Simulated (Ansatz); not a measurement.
# Searching the electronic states of Co

Wanted: the lowest electronic state of Co in this cell. One SCF may end in a higher state, so several starts are tried. The cell (2 atoms) is Co in the measured crystal structure (space group Fm-3m, primitive cell doubled). Source: COD entry 9012935, which need not be the ambient phase.

The COD cell was measured well above room temperature, so it is larger than a cold one.

Program: Ansatz 0.2.0. Level of theory: DFT r2SCAN, PAW, plane waves, scalar-relativistic. These are calculated values, not measurements.

**1. The starting structure**

It takes space group Fm-3m (No. 225, cubic). Conventional cell: a = 3.590 Å, b = 3.590 Å, c = 3.590 Å, α = 90.00°, β = 90.00°, γ = 90.00°. Around Co (site symmetry m-3m) lie 12 Co at 2.54 Å.

Coordinates:

```
CELL_PARAMETERS angstrom
0.00000 3.59000 3.59000
1.79500 0.00000 1.79500
1.79500 1.79500 0.00000
ATOMIC_POSITIONS crystal
Co 0.00000 0.00000 0.00000
Co 0.50000 0.00000 0.00000
```

Labels such as Co2 number the atoms in the order of the input file.

First come: parallel moments, plain SCF; opposed moments +-, plain SCF; no spin polarisation; spin on, no moments given (the program may seed its own), plain SCF. What is tried next depends on their ends.

“Plain SCF” means no search for lower states. Ends within 0.2 meV/atom and 0.1 μB count as one state.

Site moments are integrals over atomic spheres and don't add up to the total.

**2. Parallel moments, plain SCF**

Contents of input.yaml:

```yaml
crystal:
  lattice:
    - [0.0, 3.59, 3.59]
    - [1.795, 0.0, 1.795]
    - [1.795, 1.795, 0.0]
  atoms:
    - { symbol: Co, position: [0.0, 0.0, 0.0], spin: 3.0 }
    - { symbol: Co, position: [0.5, 0.0, 0.0], spin: 3.0 }
magnetization:
  spin_polarized: true
hamiltonian:
  xc: r2scan
  pseudopotentials: { kind: paw }
basis:
  ecutwfc: 500
kpoints:
  mp_grid: { grid: [6, 12, 12] }
scf:
  occupations: { method: fermi_dirac, width: 0.1 }
  lower_state_search: "off"
output:
  forces: true
  stress: true
```

The log of the run, shortened:

```text
[...]
Pseudopotentials: kind: paw
Pseudopotential: Co, paw, valence charge 17, recommended cutoff 500 eV (meta_gga), Co.paw.azcp
Functional definition: r2SCAN
[...]
Crystal: 2 atoms, lattice volume = 23.134 Å³
Basis set: ecut = 500 eV, 585 PW (Γ), exchange–correlation on 160×80×80 points (64 copies of the dense FFT grid, shifted against one another)
Bands: 24, of which v1, the nominal top of the filled ones, is band 17 counted from 1 (16 counted from 0)
Symmetry: 24 space group operations
Space group: Fm-3m (ITA 225), of the structure as read, at distance tolerance 2.8e-5 Å
Magnetic group: BNS 225.116 (UNI 1618), of the structure as read, at distance tolerance 2.8e-5 Å
k-points: 98 of 864
[...]
Starting moments: Σ|m| = 6 μB on 2 of 2 sites
[...]
SCF iter   1: F=-10262.725547 eV  HF=-10262.344143 eV  |F-HF|=3.81e-1  |Δ(HF+E_count)|=         —  Δρ=8.32e-2 (↑8.32e-2 ↓5.10e-2)  dr2=2.71e-1  dr2_τ=3.38e-2  dr2_m=9.03e-1  M=4.212 μB ∫|m|=4.503 μB  β_m=1.01  ethr=8.01e-4  ⟨swp⟩=1.0  Hψ=25291  notcnv=0
[...]
spin-set hold released at iteration 1 (the charge has settled, or the pull on large starting moments outlasts its swing): the magnetisation degrees of freedom join the quasi-Newton model from the next iteration; the mixer history was flushed
[...]
SCF iter  16: F=-10263.071697 eV  HF=-10263.071697 eV  |F-HF|=3.05e-9  |Δ(HF+E_count)|=   8.63e-8  Δρ=3.42e-6 (↑1.74e-6 ↓3.42e-6)  dr2=7.02e-10  dr2_τ=5.03e-11  dr2_m=1.04e-9  M=3.688 μB ∫|m|=4.206 μB  ethr=2.80e-11  ⟨swp⟩=3.8  Hψ=12882  notcnv=0
[...]
this state was not tested for a lower state beside it, because the mixer in use, unlike msr1, does not test its closes by its own steps (another_mixer; see scf.mixing.algorithm and scf.lower_state_search)
SCF converged after 16 iterations
Magnetization: 3.6879 μB (18.8439 up, 15.1561 down)
Absolute magnetization: 4.2081 μB (∫|ρ↑−ρ↓|, with the PAW one-centre terms)
Spin contamination: 0.1227 ħ² per cell (⟨S²⟩ above its minimum at these occupations)
Per-site moments (μB) at R_I (Å): [(1.9585388638481103, 1.0471367545896286), (1.9585388638481103, 1.0471367545896286)]
Free energy (F): -10263.071697 eV
[...]
E sigma→0 (E₀):  -10263.048358 eV
Entropy (-TS):   -0.046678 eV (-23.339 meV/atom)
Fermi energy:    17.624325 eV
[...]
--- Forces (eV/Å), atoms counted from 1 ---
  atom   1  Co     0.00000000     0.00000000     0.00000000
  atom   2  Co     0.00000000    -0.00000000     0.00000000
[...]
--- Stress (GPa, compression-positive) ---
      -12.348511       0.000001       0.000001
        0.000001     -12.348511      -0.000001
        0.000001      -0.000001     -12.348511
  P = ⅓ Tr σ = -12.3485 GPa (-123.485 kbar)
```

Run time: 14 s. Hardware: 2 threads of an x86-64 CPU, shared host; peak memory 0.51 GiB.

End: ferromagnetic, site moments Co1 1.96, Co2 1.96 μB, total 3.69 μB per cell, no gap on the k-mesh.

**3. Opposed moments +-, plain SCF**

input.yaml: that of step 2 with these lines changed.

```diff
@@ -7,3 +7,3 @@
     - { symbol: Co, position: [0.0, 0.0, 0.0], spin: 3.0 }
-    - { symbol: Co, position: [0.5, 0.0, 0.0], spin: 3.0 }
+    - { symbol: Co, position: [0.5, 0.0, 0.0], spin: -3.0 }
 magnetization:
```

The log of the run, shortened:

```text
[... 12 lines as in an earlier run ...]
Symmetry: 12 space group operations
Space group: R-3m (ITA 166), of the structure as read, at distance tolerance 2.8e-5 Å
Magnetic group: BNS 166.102 (UNI 1332), of the structure as read, at distance tolerance 2.8e-5 Å
[... 6 lines as in an earlier run ...]
Starting moments: Σ|m| = 6 μB on 2 of 2 sites
Starting magnetic order: antiferromagnet; a translation exchanges its spin sublattices: spin-degenerate at every k-point
[... 2 lines as in an earlier run ...]
spin-down is spin-up translated by (0.5, 0, 0): one eigenproblem is solved per k-point and the antiferromagnetic symmetry of the starting moments is kept exactly by this SCF (crystal.symmetry.spin_inversion_symmetry: false solves both channels; [...]
[... 1 line as in an earlier run ...]
SCF converged after 16 iterations
Magnetization: 0.0000 μB (17.0000 up, 17.0000 down)
Absolute magnetization: 3.9613 μB (∫|ρ↑−ρ↓|, with the PAW one-centre terms)
Spin contamination: 1.7671 ħ² per cell (⟨S²⟩ above its minimum at these occupations)
Per-site moments (μB) at R_I (Å): [(1.8976148781552675, 1.0471367545896286), (-1.8976148781552675, 1.0471367545896286)]
Free energy (F): -10262.464994 eV
[...]
E sigma→0 (E₀):  -10262.433368 eV
Entropy (-TS):   -0.063253 eV (-31.626 meV/atom)
Fermi energy:    17.424009 eV
[...]
--- Forces (eV/Å), atoms counted from 1 ---
  atom   1  Co     0.00000000    -0.00000000    -0.00000000
  atom   2  Co     0.00000000    -0.00000000     0.00000000
[...]
--- Stress (GPa, compression-positive) ---
       -8.655863      -8.955381      -8.955381
       -8.955381      -8.655863       8.955381
       -8.955381       8.955381      -8.655863
  P = ⅓ Tr σ = -8.6559 GPa (-86.559 kbar)
```

Run time: 7.2 s. Hardware: 2 threads of an x86-64 CPU, shared host; peak memory 0.5 GiB.

The state reached is antiferromagnetic (magnetic neighbours of Co1 with a moment over 0.3 of its own that point the other way: 6 of 12 at 2.54 Å, 6 of 6 at 3.59 Å), site moments Co1 1.90, Co2 -1.90 μB, total 0.00 μB per cell, no gap on the k-mesh. Against step 2, the lowest until now, it is 303 meV/atom higher.

**4. No spin polarisation**

input.yaml: that of step 3 with these lines changed.

```diff
@@ -6,6 +6,4 @@
   atoms:
-    - { symbol: Co, position: [0.0, 0.0, 0.0], spin: 3.0 }
-    - { symbol: Co, position: [0.5, 0.0, 0.0], spin: -3.0 }
-magnetization:
-  spin_polarized: true
+    - { symbol: Co, position: [0.0, 0.0, 0.0] }
+    - { symbol: Co, position: [0.5, 0.0, 0.0] }
 hamiltonian:
```

The log of the run, shortened:

```text
[... 11 lines as in an earlier run ...]
Bands: 21, of which v1, the nominal top of the filled ones, is band 17 counted from 1 (16 counted from 0)
[... 7 lines as in an earlier run ...]
[...]
[... 2 lines as in an earlier run ...]
SCF iter   1: F=-10261.829752 eV  HF=-10261.756786 eV  |F-HF|=7.30e-2  |Δ(HF+E_count)|=         —  Δρ=1.07e-2  dr2=6.85e-3  dr2_τ=4.75e-2  ethr=1.77e-3  ⟨swp⟩=4.7  Hψ=8041  notcnv=0
[...]
SCF iter   9: F=-10261.833289 eV  HF=-10261.833289 eV  |F-HF|=2.14e-8  |Δ(HF+E_count)|=   1.27e-8  Δρ=1.31e-5  dr2=2.98e-8  dr2_τ=1.32e-9  ethr=2.94e-10  ⟨swp⟩=4.0  Hψ=6801  notcnv=0
[...]
SCF converged after 9 iterations
Free energy (F): -10261.833289 eV
[...]
E sigma→0 (E₀):  -10261.751098 eV
Entropy (-TS):   -0.164381 eV (-82.190 meV/atom)
Fermi energy:    16.886625 eV
[...]
--- Forces (eV/Å), atoms counted from 1 ---
  atom   1  Co     0.00000000     0.00000000     0.00000000
  atom   2  Co     0.00000000     0.00000000    -0.00000000
[...]
--- Stress (GPa, compression-positive) ---
      -29.813428      -0.000006      -0.000006
       -0.000006     -29.813428       0.000006
       -0.000006       0.000006     -29.813428
  P = ⅓ Tr σ = -29.8134 GPa (-298.134 kbar)
```

Wall time 3.8 s (2 threads of an x86-64 CPU, shared host); peak memory 0.46 GiB.

Result: non-magnetic (no spin polarisation), no gap on the k-mesh. It lies 619 meV/atom above the lowest state so far (step 2).

**5. Spin on, no moments given (the program may seed its own), plain SCF**

input.yaml: that of step 4 with these lines changed.

```diff
@@ -21 +21,3 @@
   stress: true
+magnetization:
+  spin_polarized: true
```

The log of the run, shortened:

```text
band count auto-derived: 24 (N_el = 34.0; filled up to band 17; 21 by the electrons, moments and atoms)
[... 22 lines as in an earlier run ...]
[...]
SCF iter   1: F=-10262.373367 eV  HF=-10259.650808 eV  |F-HF|=2.72e0  |Δ(HF+E_count)|=         —  Δρ=3.07e-1 (↑2.78e-1 ↓3.07e-1)  dr2=1.29e-1  dr2_τ=1.91e-1  dr2_m=1.81e1  M=4.161 μB ∫|m|=4.161 μB  ethr=4.43e-4  ⟨swp⟩=1.5  Hψ=12777  notcnv=0
[...]
SCF iter  12: F=-10263.071697 eV  HF=-10263.071697 eV  |F-HF|=9.46e-11  |Δ(HF+E_count)|=   5.64e-8  Δρ=5.81e-7 (↑5.81e-7 ↓4.97e-7)  dr2=4.85e-11  dr2_τ=9.69e-12  dr2_m=2.15e-11  M=3.688 μB ∫|m|=4.206 μB  ethr=1.04e-10  ⟨swp⟩=2.1  Hψ=14936  notcnv=0
[...]
SCF converged after 12 iterations
Magnetization: 3.6879 μB (18.8439 up, 15.1561 down)
Absolute magnetization: 4.2081 μB (∫|ρ↑−ρ↓|, with the PAW one-centre terms)
Spin contamination: 0.1227 ħ² per cell (⟨S²⟩ above its minimum at these occupations)
Per-site moments (μB) at R_I (Å): [(1.9585448091321638, 1.0471367545896286), (1.9585448091321638, 1.0471367545896286)]
Free energy (F): -10263.071697 eV
[...]
E sigma→0 (E₀):  -10263.048358 eV
Entropy (-TS):   -0.046678 eV (-23.339 meV/atom)
Fermi energy:    17.624315 eV
[... 26 lines left out: energy terms, forces, stress ...]
```

Wall time 9.7 s (2 threads of an x86-64 CPU, shared host); peak memory 0.51 GiB.

This is the state of step 2 again (ferromagnetic), after 12 iterations.

**6. Parallel moments scaled by 0.03, plain SCF**

input.yaml: that of step 5 with these lines changed.

```diff
@@ -6,4 +6,6 @@
   atoms:
-    - { symbol: Co, position: [0.0, 0.0, 0.0] }
-    - { symbol: Co, position: [0.5, 0.0, 0.0] }
+    - { symbol: Co, position: [0.0, 0.0, 0.0], spin: 0.09 }
+    - { symbol: Co, position: [0.5, 0.0, 0.0], spin: 0.09 }
+magnetization:
+  spin_polarized: true
 hamiltonian:
@@ -21,3 +23 @@
   stress: true
-magnetization:
-  spin_polarized: true
```

The log of the run, shortened:

```text
[... 11 lines as in an earlier run ...]
Bands: 22, of which v1, the nominal top of the filled ones, is band 17 counted from 1 (16 counted from 0)
[... 9 lines as in an earlier run ...]
Starting moments: Σ|m| = 0.18 μB on 2 of 2 sites
[... 2 lines as in an earlier run ...]
[...]
SCF iter   1: F=-10261.739649 eV  HF=-10261.735276 eV  |F-HF|=4.37e-3  |Δ(HF+E_count)|=         —  Δρ=2.79e-2 (↑1.31e-2 ↓2.79e-2)  dr2=1.49e-1  dr2_τ=1.39e-2  dr2_m=1.79e-2  M=0.267 μB ∫|m|=0.272 μB  β_m=1.00  ethr=4.38e-4  ⟨swp⟩=1.0  Hψ=23350  notcnv=0
[...]
spin-set hold released at iteration 13 (site moments contracting): the magnetisation degrees of freedom join the quasi-Newton model from the next iteration; the mixer history was flushed
[...]
SCF iter  29: F=-10263.071697 eV  HF=-10263.071697 eV  |F-HF|=1.29e-9  |Δ(HF+E_count)|=   5.23e-8  Δρ=3.47e-6 (↑1.20e-6 ↓3.47e-6)  dr2=7.53e-10  dr2_τ=2.23e-11  dr2_m=1.07e-9  M=3.688 μB ∫|m|=4.206 μB  ethr=2.45e-12  ⟨swp⟩=3.5  Hψ=12232  notcnv=0
[...]
[... 1 line as in an earlier run ...]
SCF converged after 29 iterations
Magnetization: 3.6879 μB (18.8439 up, 15.1561 down)
Absolute magnetization: 4.2081 μB (∫|ρ↑−ρ↓|, with the PAW one-centre terms)
Spin contamination: 0.1227 ħ² per cell (⟨S²⟩ above its minimum at these occupations)
Per-site moments (μB) at R_I (Å): [(1.9585445946512776, 1.0471367545896286), (1.9585445946512776, 1.0471367545896286)]
Free energy (F): -10263.071697 eV
[...]
E sigma→0 (E₀):  -10263.048358 eV
Entropy (-TS):   -0.046678 eV (-23.339 meV/atom)
Fermi energy:    17.624307 eV
[... 26 lines left out: energy terms, forces, stress ...]
```

It took 18 s on 2 threads of an x86-64 CPU, shared host; peak memory 0.5 GiB.

The run ends in the same state as step 2 (ferromagnetic); it took 29 iterations.

**7. Moments ++ scaled by 0.5, plain SCF**

input.yaml: that of step 6 with these lines changed.

```diff
@@ -6,4 +6,4 @@
   atoms:
-    - { symbol: Co, position: [0.0, 0.0, 0.0], spin: 0.09 }
-    - { symbol: Co, position: [0.5, 0.0, 0.0], spin: 0.09 }
+    - { symbol: Co, position: [0.0, 0.0, 0.0], spin: 1.5 }
+    - { symbol: Co, position: [0.5, 0.0, 0.0], spin: 1.5 }
 magnetization:
```

The log of the run, shortened:

```text
[... 11 lines as in an earlier run ...]
Bands: 23, of which v1, the nominal top of the filled ones, is band 17 counted from 1 (16 counted from 0)
[... 9 lines as in an earlier run ...]
Starting moments: Σ|m| = 3 μB on 2 of 2 sites
[... 2 lines as in an earlier run ...]
[...]
SCF iter   1: F=-10262.731763 eV  HF=-10262.306536 eV  |F-HF|=4.25e-1  |Δ(HF+E_count)|=         —  Δρ=8.57e-2 (↑6.26e-2 ↓8.57e-2)  dr2=7.00e-2  dr2_τ=3.33e-2  dr2_m=1.16e0  M=3.404 μB ∫|m|=3.486 μB  β_m=1.00  ethr=2.07e-4  ⟨swp⟩=1.0  Hψ=24352  notcnv=0
[...]
spin-set hold released at iteration 9 (site moments contracting): the magnetisation degrees of freedom join the quasi-Newton model from the next iteration; the mixer history was flushed
[...]
SCF iter  21: F=-10263.071697 eV  HF=-10263.071697 eV  |F-HF|=3.53e-9  |Δ(HF+E_count)|=   1.36e-7  Δρ=5.89e-6 (↑3.06e-6 ↓5.89e-6)  dr2=8.71e-10  dr2_τ=6.20e-11  dr2_m=3.81e-9  M=3.688 μB ∫|m|=4.207 μB  ethr=4.73e-12  ⟨swp⟩=4.0  Hψ=13423  notcnv=0
[...]
[... 1 line as in an earlier run ...]
SCF converged after 21 iterations
Magnetization: 3.6879 μB (18.8440 up, 15.1560 down)
Absolute magnetization: 4.2082 μB (∫|ρ↑−ρ↓|, with the PAW one-centre terms)
Spin contamination: 0.1227 ħ² per cell (⟨S²⟩ above its minimum at these occupations)
Per-site moments (μB) at R_I (Å): [(1.958559546823407, 1.0471367545896286), (1.958559546823407, 1.0471367545896286)]
Free energy (F): -10263.071697 eV
[...]
E sigma→0 (E₀):  -10263.048358 eV
Entropy (-TS):   -0.046678 eV (-23.339 meV/atom)
Fermi energy:    17.624321 eV
[... 26 lines left out: energy terms, forces, stress ...]
```

It took 14 s on 2 threads of an x86-64 CPU, shared host; peak memory 0.5 GiB.

Nothing new: the 21 iterations lead to the state found in step 2 (ferromagnetic).

**8. A moment on one site alone, plain SCF**

input.yaml: that of step 7 with these lines changed.

```diff
@@ -6,4 +6,4 @@
   atoms:
-    - { symbol: Co, position: [0.0, 0.0, 0.0], spin: 1.5 }
-    - { symbol: Co, position: [0.5, 0.0, 0.0], spin: 1.5 }
+    - { symbol: Co, position: [0.0, 0.0, 0.0] }
+    - { symbol: Co, position: [0.5, 0.0, 0.0], spin: 3.0 }
 magnetization:
```

The log of the run, shortened:

```text
[... 14 lines as in an earlier run ...]
Magnetic group: BNS 166.97 (UNI 1327), of the structure as read, at distance tolerance 2.8e-5 Å
[... 6 lines as in an earlier run ...]
Starting moments: Σ|m| = 3 μB on 1 of 2 sites
[... 2 lines as in an earlier run ...]
SCF iter   1: F=-10252.115493 eV  HF=-10262.479988 eV  |F-HF|=1.04e1  |Δ(HF+E_count)|=         —  Δρ=1.26e-1 (↑1.26e-1 ↓1.09e-1)  dr2=1.17e1  dr2_τ=4.37e-2  dr2_m=4.05e-1  M=3.110 μB ∫|m|=3.224 μB  β_m=0.30  ethr=3.10e-3  ⟨swp⟩=5.2  Hψ=17528  notcnv=0
[...]
spin-set hold released at iteration 28 (the charge has settled, or the pull on large starting moments outlasts its swing): the magnetisation degrees of freedom join the quasi-Newton model from the next iteration; the mixer history was flushed
[...]
SCF iter  43: F=-10263.071697 eV  HF=-10263.071697 eV  |F-HF|=1.07e-7  |Δ(HF+E_count)|=   2.88e-7  Δρ=1.00e-5 (↑6.49e-6 ↓1.00e-5)  dr2=1.10e-8  dr2_τ=3.09e-10  dr2_m=1.32e-9  M=3.688 μB ∫|m|=4.206 μB  ethr=7.92e-11  ⟨swp⟩=3.8  Hψ=12751  notcnv=0
[...]
[... 1 line as in an earlier run ...]
SCF converged after 43 iterations
Magnetization: 3.6878 μB (18.8439 up, 15.1561 down)
Absolute magnetization: 4.2081 μB (∫|ρ↑−ρ↓|, with the PAW one-centre terms)
Spin contamination: 0.1227 ħ² per cell (⟨S²⟩ above its minimum at these occupations)
Per-site moments (μB) at R_I (Å): [(1.9585731315831263, 1.0471367545896286), (1.9584589701579826, 1.0471367545896286)]
Free energy (F): -10263.071697 eV
[...]
E sigma→0 (E₀):  -10263.048360 eV
Entropy (-TS):   -0.046673 eV (-23.337 meV/atom)
Fermi energy:    17.624279 eV
[... 26 lines left out: energy terms, forces, stress ...]
```

Wall time 25 s (2 threads of an x86-64 CPU, shared host); peak memory 0.51 GiB.

The run ends in the same state as step 2 (ferromagnetic); it took 43 iterations.

**9. Parallel moments, spin not held back in the first iterations, no switch to direct minimisation**

input.yaml: that of step 8 with these lines changed.

```diff
@@ -6,3 +6,3 @@
   atoms:
-    - { symbol: Co, position: [0.0, 0.0, 0.0] }
+    - { symbol: Co, position: [0.0, 0.0, 0.0], spin: 3.0 }
     - { symbol: Co, position: [0.5, 0.0, 0.0], spin: 3.0 }
@@ -20,2 +20,4 @@
   lower_state_search: "off"
+  algorithm: density_mixing
+  mixing: { spin_hold: "off" }
 output:
```

The log of the run, shortened:

```text
[... 21 lines as in an earlier run ...]
Starting moments: Σ|m| = 6 μB on 2 of 2 sites
[... 2 lines as in an earlier run ...]
[...]
SCF iter   1: F=-10262.717376 eV  HF=-10261.871392 eV  |F-HF|=8.46e-1  |Δ(HF+E_count)|=         —  Δρ=8.00e-2 (↑8.00e-2 ↓5.48e-2)  dr2=2.19e-1  dr2_τ=2.76e-1  dr2_m=9.09e-1  M=4.196 μB ∫|m|=4.351 μB  β_m=1.00  ethr=6.48e-4  ⟨swp⟩=1.0  Hψ=25308  notcnv=0
[...]
SCF iter  16: F=-10263.071697 eV  HF=-10263.071697 eV  |F-HF|=1.25e-8  |Δ(HF+E_count)|=   6.44e-8  Δρ=2.63e-6 (↑1.33e-6 ↓2.63e-6)  dr2=3.70e-10  dr2_τ=2.29e-11  dr2_m=6.91e-10  M=3.688 μB ∫|m|=4.206 μB  ethr=1.11e-11  ⟨swp⟩=3.8  Hψ=12526  notcnv=0
[...]
[... 1 line as in an earlier run ...]
SCF converged after 16 iterations
Magnetization: 3.6878 μB (18.8439 up, 15.1561 down)
Absolute magnetization: 4.2080 μB (∫|ρ↑−ρ↓|, with the PAW one-centre terms)
Spin contamination: 0.1227 ħ² per cell (⟨S²⟩ above its minimum at these occupations)
Per-site moments (μB) at R_I (Å): [(1.958495329305073, 1.0471367545896286), (1.958495329305073, 1.0471367545896286)]
Free energy (F): -10263.071697 eV
[...]
E sigma→0 (E₀):  -10263.048361 eV
Entropy (-TS):   -0.046673 eV (-23.337 meV/atom)
Fermi energy:    17.624268 eV
[... 26 lines left out: energy terms, forces, stress ...]
```

It took 12 s on 2 threads of an x86-64 CPU, shared host; peak memory 0.51 GiB.

This is the state of step 2 again (ferromagnetic), after 16 iterations.

**10. Comparing the starts**

| step | iterations | state | moments of Co1 Co2 (μB) | total (μB) | gap (eV) | pressure (GPa) | above lowest (meV/atom) |
| --- | --- | --- | --- | --- | --- | --- | --- |
| 2 | 16 | 1 | 1.96 1.96 | 3.69 | none | -12.3 | 0.0 |
| 3 | 16 | 2 | 1.90 -1.90 | 0.00 | none | -8.7 | 303 |
| 4 | 9 | 3 | 0.00 0.00 | 0.00 | none | -29.8 | 619 |
| 5 | 12 | 1 | 1.96 1.96 | 3.69 | none | -12.3 | 0.0 |
| 6 | 29 | 1 | 1.96 1.96 | 3.69 | none | -12.3 | 0.0 |
| 7 | 21 | 1 | 1.96 1.96 | 3.69 | none | -12.3 | 0.0 |
| 8 | 43 | 1 | 1.96 1.96 | 3.69 | none | -12.3 | 0.0 |
| 9 | 16 | 1 | 1.96 1.96 | 3.69 | none | -12.3 | 0.0 |

States are numbered from the lowest. Starts by step: 2 parallel moments, plain SCF; 3 opposed moments +-, plain SCF; 4 no spin polarisation; 5 spin on, no moments given (the program may seed its own), plain SCF; 6 parallel moments scaled by 0.03, plain SCF; 7 moments ++ scaled by 0.5, plain SCF; 8 a moment on one site alone, plain SCF; 9 parallel moments, spin not held back in the first iterations, no switch to direct minimisation.

The 8 runs of this session took 1.7 min in all, from 3.8 s to 25 s each.

Decimal logarithm of the largest residual (eV) by iteration, counted through all cycles of a run (7 of the 8 runs):

| iteration | step 2 | step 3 | step 4 | step 5 | step 6 | step 7 | step 8 |
| --- | --- | --- | --- | --- | --- | --- | --- |
| 1 | 0.0 | 0.1 | -1.3 | 1.3 | -0.8 | 0.1 | 1.1 |
| 2 | -1.6 | -0.1 | -1.9 | -0.9 | -1.8 | -1.1 | 1.6 |
| 3 | -2.1 | -0.6 | -1.5 | -1.3 | -1.6 | -1.7 | -0.2 |
| 4 | -2.3 | -2.0 | -2.4 | -1.2 | -1.4 | -2.1 | 0.0 |
| 5 | -2.5 | -2.2 | -3.6 | -2.1 | -1.2 | -2.4 | 0.0 |
| 9 | -3.3 | -4.4 | -7.5 | -3.8 | -0.4 | -1.8 | 0.4 |
| 12 | -5.2 | -5.5 | - | -10.3 | -1.2 | -3.5 | 0.8 |
| 16 | -9.0 | -8.6 | - | - | -2.9 | -5.0 | 1.1 |
| 20 | - | - | - | - | -2.9 | -8.1 | 1.4 |
| 24 | - | - | - | - | -5.1 | - | 0.8 |
| 28 | - | - | - | - | -8.1 | - | 0.3 |
| 32 | - | - | - | - | - | - | -1.3 |
| 35 | - | - | - | - | - | - | -3.8 |
| 39 | - | - | - | - | - | - | -5.0 |
| 43 | - | - | - | - | - | - | -8.0 |

**11. Results**

| quantity | value |
| --- | --- |
| distinct states | 3 from 8 converged runs |
| lowest state from plain starts | ferromagnetic |
| its moments | Co1 1.96, Co2 1.96 μB |
| total moment | 3.69 μB per cell |
| gap on the k-mesh | none |
| pressure | -12.3 GPa |
| largest force | 0.000 eV/Å |
| next state | antiferromagnetic, 303 meV/atom higher |
| highest state | non-magnetic (no spin polarisation), 619 meV/atom higher |

What this shows: 8 runs converged, to 3 different states. Switching spin polarisation off costs 619 meV/atom in free energy, smearing entropy included. The best antiferromagnetic state lies 303 meV/atom above the best ferromagnetic one. These are lowest states among those tried, not proven ground states.
